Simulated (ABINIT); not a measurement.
# SiC (Moissanite 6H) (P6_3mc) in ABINIT: further runs

One crystal, SiC (Moissanite 6H), is run at these levels: PBE, LDA; tasks: single point.

Program: ABINIT 10.8.3 (patched build). These are calculated values, not measurements. Logs are shortened: lines on timing, memory, paths and dates and some standing lists are left out, and cuts for length are marked. The log counts tension as positive stress, the text compression.

## Step 1: The crystal as given

The structure is hexagonal, space group P6_3mc (No. 186). Conventional cell: a = 3.095 Å, b = 3.095 Å, c = 15.170 Å, α = 90.00°, β = 90.00°, γ = 120.00°. Around Si (site symmetry 3m) lie 4 C at 1.90 Å. Around Si (site symmetry 3m) lie 4 C at 1.90 Å. Around Si (site symmetry 3m) lie 4 C at 1.90 Å. Around C (site symmetry 3m) lie 4 Si at 1.90 Å. C (site symmetry 3m) is surrounded by 4 Si at 1.90 Å. C (site symmetry 3m) is surrounded by 4 Si at 1.90 Å.

## Step 2: Single point, PBE

run.abi

```
# Pseudopotentials
pp_dirpath "./"
pseudos "Si.GGA_PBE-JTH.xml, C.GGA_PBE-JTH.xml"

# Structure
acell 3*1.0 Angstrom
rprim
     3.0950000000     0.0000000000     0.0000000000
    -1.5475000000     2.6803486247     0.0000000000
     0.0000000000     0.0000000000    15.1700000000
ntypat 2
znucl 14 6
natom 12
typat 1 1 1 1 1 1 2 2 2 2 2 2
xcart
     1.5475000002     0.8934495415     6.9524110000
    -0.0000000002     1.7868990832    14.5374110000
     1.5475000002     0.8934495415    12.0100890000
    -0.0000000002     1.7868990832     4.4250890000
     0.0000000000     0.0000000000     9.4812500000
     0.0000000000     0.0000000000     1.8962500000
     1.5475000002     0.8934495415     5.0561610000
    -0.0000000002     1.7868990832    12.6411610000
     1.5475000002     0.8934495415    10.1138390000
    -0.0000000002     1.7868990832     2.5288390000
     0.0000000000     0.0000000000     7.5850000000
     0.0000000000     0.0000000000     0.0000000000 Angstrom

# Plane-wave basis
ecut 544.227725 eV
pawecutdg 40.0

# k points
kptopt 1
ngkpt 8 8 2
nshiftk 1
shiftk 0.0 0.0 0.0

# Exchange and correlation
ixc 11

# Bands and occupations
nband 32
occopt 3
tsmear 0.00183747

# SCF cycle
nstep 100
tolvrs 1.0e-9

# Output
iomode 3
prtwf 0
prteig 0
prtebands 0
enunit 1
prtden 1
prtvha 1
prtvclmb 1
prtpot 1
```

Potentials or basis: JTH PAW PBE v2.0.

Launch:

```
$ abinit run.abi > log 2>&1
```

run.abo:

```text
.Version 10.8.3 of ABINIT
 Symmetries : space group P6_3 m c (#186); Bravais hP (primitive hexag.)
================================================================================
 Values of the parameters that define the memory need of the present run
     intxc =       0    ionmov =       0      iscf =      17    lmnmax =       8
     lnmax =       4     mgfft =     120  mpssoang =       2    mqgrid =    8162
     natom =      12  nloc_mem =       2    nspden =       1   nspinor =       1
    nsppol =       1      nsym =      12    n1xccc =       1    ntypat =       2
    occopt =       3   xclevel =       2
       mpw =        3662          nfft =       69120          nkpt =          20
 PAW method is used; the additional fine FFT grid is defined by:
   mgfftf=       180    nfftf =    233280
================================================================================
================================================================================

--------------------------------------------------------------------------------
------------- Echo of variables that govern the present computation ------------
--------------------------------------------------------------------------------
 -outvars: echo values of preprocessed input variables --------
            acell      1.8897261259E+00  1.8897261259E+00  1.8897261259E+00 Bohr
              amu      2.80855000E+01  1.20110000E+01
             ecut      2.00000000E+01 Hartree
           enunit           1
              ixc          11
         kptrlatt        8    0    0      0    8    0      0    0    2
          kptrlen      4.67896189E+01
            natom          12
            nband          32
            ngfft          24      24     120
          ngfftdg          36      36     180
             nkpt          20
            nstep         100
             nsym          12
           ntypat           2
           occopt           3
        pawecutdg      4.00000000E+01 Hartree
         pawxcdev           0
        prtebands           0
           prteig           0
           prtpot           1
         prtvclmb           1
           prtvha           1
            prtwf           0
            rprim      3.0950000000E+00  0.0000000000E+00  0.0000000000E+00
                      -1.5475000000E+00  2.6803486247E+00  0.0000000000E+00
                       0.0000000000E+00  0.0000000000E+00  1.5170000000E+01
          spgroup         186
           tolvrs      1.00000000E-09
           tsmear      1.83747000E-03 Hartree
            typat      1  1  1  1  1  1  2  2  2  2  2  2
           useylm           1
           xangst      1.5475000000E+00  8.9344954157E-01  6.9524110000E+00
                      -3.3768815423E-16  1.7868990831E+00  1.4537411000E+01
                       1.5475000000E+00  8.9344954157E-01  1.2010089000E+01
                      -3.3768815423E-16  1.7868990831E+00  4.4250890000E+00
                      -2.2907601741E-16 -2.9757847572E-16  9.4812500000E+00
                      -2.2907601741E-16 -2.9757847572E-16  1.8962500000E+00
                       1.5475000000E+00  8.9344954157E-01  5.0561610000E+00
                      -3.3768815423E-16  1.7868990831E+00  1.2641161000E+01
                       1.5475000000E+00  8.9344954157E-01  1.0113839000E+01
                      -3.3768815423E-16  1.7868990831E+00  2.5288390000E+00
                      -2.2907601741E-16 -2.9757847572E-16  7.5850000000E+00
                      -2.2907601741E-16 -2.9757847572E-16  8.4210416418E-16
            xcart      2.9243511798E+00  1.6883749409E+00  1.3138152705E+01
                      -6.3813812747E-16  3.3767498818E+00  2.7471725370E+01
                       2.9243511798E+00  1.6883749409E+00  2.2695778958E+01
                      -6.3813812747E-16  3.3767498818E+00  8.3622062928E+00
                      -4.3289093493E-16 -5.6234182007E-16  1.7916965831E+01
                      -4.3289093493E-16 -5.6234182007E-16  3.5833931663E+00
                       2.9243511798E+00  1.6883749409E+00  9.5547595385E+00
                      -6.3813812747E-16  3.3767498818E+00  2.3888332204E+01
                       2.9243511798E+00  1.6883749409E+00  1.9112385792E+01
                      -6.3813812747E-16  3.3767498818E+00  4.7788131265E+00
                      -4.3289093493E-16 -5.6234182007E-16  1.4333572665E+01
                      -4.3289093493E-16 -5.6234182007E-16  1.5913462398E-15
             xred      6.6666666667E-01  3.3333333333E-01  4.5830000000E-01
                       3.3333333333E-01  6.6666666667E-01  9.5830000000E-01
                       6.6666666667E-01  3.3333333333E-01  7.9170000000E-01
                       3.3333333333E-01  6.6666666667E-01  2.9170000000E-01
                      -1.2952601954E-16 -1.1102230246E-16  6.2500000000E-01
                      -1.2952601954E-16 -1.1102230246E-16  1.2500000000E-01
                       6.6666666667E-01  3.3333333333E-01  3.3330000000E-01
                       3.3333333333E-01  6.6666666667E-01  8.3330000000E-01
                       6.6666666667E-01  3.3333333333E-01  6.6670000000E-01
                       3.3333333333E-01  6.6666666667E-01  1.6670000000E-01
                      -1.2952601954E-16 -1.1102230246E-16  5.0000000000E-01
                      -1.2952601954E-16 -1.1102230246E-16  5.5511151231E-17
            znucl       14.00000    6.00000

================================================================================

 chkinp: Checking input parameters for consistency.

================================================================================
== DATASET  1 ==================================================================
[... 187 lines left out ...]
   10     -0.00000000000000     1.78689908313333     2.52883900000000
   11     -0.00000000000000    -0.00000000000000     7.58500000000000
   12     -0.00000000000000    -0.00000000000000     0.00000000000000

 cartesian forces (hartree/bohr) at end:
    1     -0.00000000000000    -0.00000000000000     0.00109704889929
    2      0.00000000000000     0.00000000000000     0.00109704889929
    3      0.00000000000000     0.00000000000000     0.00051375966362
    4     -0.00000000000000    -0.00000000000000     0.00051375966362
    5     -0.00000000000000    -0.00000000000000     0.00092028859016
    6     -0.00000000000000    -0.00000000000000     0.00092028859016
    7      0.00000000000000    -0.00000000000000    -0.00037012889672
    8     -0.00000000000000    -0.00000000000000    -0.00037012889672
    9     -0.00000000000000     0.00000000000000     0.00067374820715
   10      0.00000000000000     0.00000000000000     0.00067374820715
   11     -0.00000000000000     0.00000000000000    -0.00283471646351
   12     -0.00000000000000     0.00000000000000    -0.00283471646351
 frms,max,avg= 7.7963474E-04 2.8347165E-03   0.000E+00  0.000E+00 -3.732E-05 h/b

 cartesian forces (eV/Angstrom) at end:
    1     -0.00000000000000    -0.00000000000000     0.05641252256241
    2      0.00000000000000     0.00000000000000     0.05641252256241
    3      0.00000000000000     0.00000000000000     0.02641858410743
    4     -0.00000000000000    -0.00000000000000     0.02641858410743
    5     -0.00000000000000    -0.00000000000000     0.04732314201290
    6     -0.00000000000000    -0.00000000000000     0.04732314201290
    7      0.00000000000000    -0.00000000000000    -0.01903279311486
    8     -0.00000000000000    -0.00000000000000    -0.01903279311486
    9     -0.00000000000000     0.00000000000000     0.03464552579366
   10      0.00000000000000     0.00000000000000     0.03464552579366
   11     -0.00000000000000     0.00000000000000    -0.14576698136154
   12     -0.00000000000000     0.00000000000000    -0.14576698136154
 frms,max,avg= 4.0090430E-02 1.4576698E-01   0.000E+00  0.000E+00 -1.919E-03 e/A
 length scales=  1.889726125908  1.889726125908  1.889726125908 bohr
              =  1.000000000000  1.000000000000  1.000000000000 angstroms
 Fermi (or HOMO) energy (eV) =   8.65763   Average Vxc (eV)= -11.38467
 Eigenvalues (   eV  ) for nkpt=  20  k points:
 kpt#   1, nband= 32, wtk=  0.00781, kpt=  0.0000  0.0000  0.0000 (reduced coord)
  -7.72686   -7.21438   -7.17020   -5.69678   -5.66460   -4.20015   -0.89008    1.43120
   1.46406    5.22516    5.24189    6.48985    6.48985    6.67766    6.67766    6.78983
   6.78983    7.25956    7.25956    7.35108    7.35108    7.60899    7.65489    7.65489
  12.68135   12.84801   13.25478   13.74746   13.75829   14.15453   14.46393   14.46594
 prteigrs : prtvol=0 or 1, do not print more k-points.

--- !EnergyTerms
iteration_state     : {dtset: 1, }
comment             : Components of total free energy in Hartree
kinetic             :  3.02832034079191E+01
hartree             :  7.09466944763151E+00
xc                  : -2.76804313769142E+01
Ewald energy        : -6.24803632442435E+01
psp_core            :  3.08824869819721E+00
local_psp           : -2.43368529103790E+01
PAW spherical_terms :  1.55379758186195E+01
internal            : -5.84935501591693E+01
'-kT*entropy'       : -8.83497240823307E-12
total_energy        : -5.84935501591782E+01
total_energy_eV     : -1.59169058628006E+03
...

--- !EnergyTermsDC
iteration_state     : {dtset: 1, }
comment             : '"Double-counting" decomposition of free energy'
band_energy         :  3.04134274325246E+00
Ewald energy        : -6.24803632442435E+01
psp_core            :  3.08824869819721E+00
xc_dc               : -1.06068515800758E+01
PAW spherical_terms :  8.46407509688821E+00
internal            : -5.84935482859813E+01
'-kT*entropy'       : -8.83497240823307E-12
total_energy_dc     : -5.84935482859902E+01
total_energy_dc_eV  : -1.59169053530802E+03
...

--- !EnergyTermsWithPAWCore
iteration_state     : {dtset: 1, }
comment             : 'Components of total free energy, including PAW core contributions'
Total energy        : -1.96893002269130E+03
Total energy DC     : -1.96893002081811E+03
Total energy (eV)   : -5.35773153387611E+04
Total energy DC (eV): -5.35773152877890E+04
...

 Cartesian components of stress tensor (hartree/bohr^3)
  sigma(1 1)=  1.64836121E-05  sigma(3 2)=  0.00000000E+00
  sigma(2 2)=  1.64836122E-05  sigma(3 1)=  0.00000000E+00
  sigma(3 3)= -8.72421157E-06  sigma(2 1)=  0.00000000E+00

-Cartesian components of stress tensor (GPa)         [Pressure= -2.3775E-01 GPa]
- sigma(1 1)=  4.84964612E-01  sigma(3 2)=  0.00000000E+00
- sigma(2 2)=  4.84964614E-01  sigma(3 1)=  0.00000000E+00
- sigma(3 3)= -2.56675166E-01  sigma(2 1)=  0.00000000E+00

== END DATASET(S) ==============================================================
================================================================================

 -outvars: echo values of variables after computation  --------
            acell      1.8897261259E+00  1.8897261259E+00  1.8897261259E+00 Bohr
           etotal     -5.8493548286E+01
            fcart     -3.2610487748E-29 -5.4268001182E-29  1.0970488993E-03
                       1.3427847896E-29  2.5472735249E-29  1.0970488993E-03
                       3.6447015718E-29  1.2182612510E-29  5.1375966362E-04
                      -3.2610487748E-29 -2.7687755705E-29  5.1375966362E-04
                      -9.5913199258E-30 -1.4397632967E-29  9.2028859016E-04
                      -9.5913199258E-30 -1.4397632967E-29  9.2028859016E-04
                       8.2485351362E-29 -6.7558123921E-29 -3.7012889672E-04
                      -1.0166799121E-28 -1.7387910583E-28 -3.7012889672E-04
                      -9.5913199258E-30  9.1923348942E-29  6.7374820715E-04
                       8.2485351362E-29  3.8762857987E-29  6.7374820715E-04
                      -9.5913199258E-30  9.1923348942E-29 -2.8347164635E-03
                      -9.5913199258E-30  9.1923348942E-29 -2.8347164635E-03
            rprim      3.0950000000E+00  0.0000000000E+00  0.0000000000E+00
                      -1.5475000000E+00  2.6803486247E+00  0.0000000000E+00
                       0.0000000000E+00  0.0000000000E+00  1.5170000000E+01
           strten      1.6483612140E-05  1.6483612175E-05 -8.7242115728E-06
                       0.0000000000E+00  0.0000000000E+00  0.0000000000E+00
           xangst      1.5475000000E+00  8.9344954157E-01  6.9524110000E+00
                      -3.3768815423E-16  1.7868990831E+00  1.4537411000E+01
                       1.5475000000E+00  8.9344954157E-01  1.2010089000E+01
                      -3.3768815423E-16  1.7868990831E+00  4.4250890000E+00
                      -2.2907601741E-16 -2.9757847572E-16  9.4812500000E+00
                      -2.2907601741E-16 -2.9757847572E-16  1.8962500000E+00
                       1.5475000000E+00  8.9344954157E-01  5.0561610000E+00
                      -3.3768815423E-16  1.7868990831E+00  1.2641161000E+01
                       1.5475000000E+00  8.9344954157E-01  1.0113839000E+01
                      -3.3768815423E-16  1.7868990831E+00  2.5288390000E+00
                      -2.2907601741E-16 -2.9757847572E-16  7.5850000000E+00
                      -2.2907601741E-16 -2.9757847572E-16  8.4210416418E-16
             xred      6.6666666667E-01  3.3333333333E-01  4.5830000000E-01
                       3.3333333333E-01  6.6666666667E-01  9.5830000000E-01
                       6.6666666667E-01  3.3333333333E-01  7.9170000000E-01
                       3.3333333333E-01  6.6666666667E-01  2.9170000000E-01
                      -1.2952601954E-16 -1.1102230246E-16  6.2500000000E-01
                      -1.2952601954E-16 -1.1102230246E-16  1.2500000000E-01
                       6.6666666667E-01  3.3333333333E-01  3.3330000000E-01
                       3.3333333333E-01  6.6666666667E-01  8.3330000000E-01
                       6.6666666667E-01  3.3333333333E-01  6.6670000000E-01
                       3.3333333333E-01  6.6666666667E-01  1.6670000000E-01
                      -1.2952601954E-16 -1.1102230246E-16  5.0000000000E-01
                      -1.2952601954E-16 -1.1102230246E-16  5.5511151231E-17
 Calculation completed.
```

Run time: 2 min. Hardware: 1 thread of Arm Neoverse V2, shared host; peak memory 0.25 GiB.

What came out:

* Free energy: -1591.6905 eV
* Pressure: -0.2 GPa
* Largest force: 0.146 eV/Å
* Band gap on the k mesh: 2.03 eV, indirect (least direct gap 3.14 eV)
* Valence electrons inside the program's atomic spheres: Si 1.66; C 2.57, 2.56

Forces in eV/Å, atoms in the order of the input:
```
Si   0.000  0.000  0.056
Si   0.000  0.000  0.056
Si   0.000  0.000  0.026
Si   0.000  0.000  0.026
Si   0.000  0.000  0.047
Si   0.000  0.000  0.047
C    0.000  0.000 -0.019
C    0.000  0.000 -0.019
C    0.000  0.000  0.035
C    0.000  0.000  0.035
C    0.000  0.000 -0.146
C    0.000  0.000 -0.146
```

A k mesh can miss the band edges.

(Part 1 of 2 ends here.)
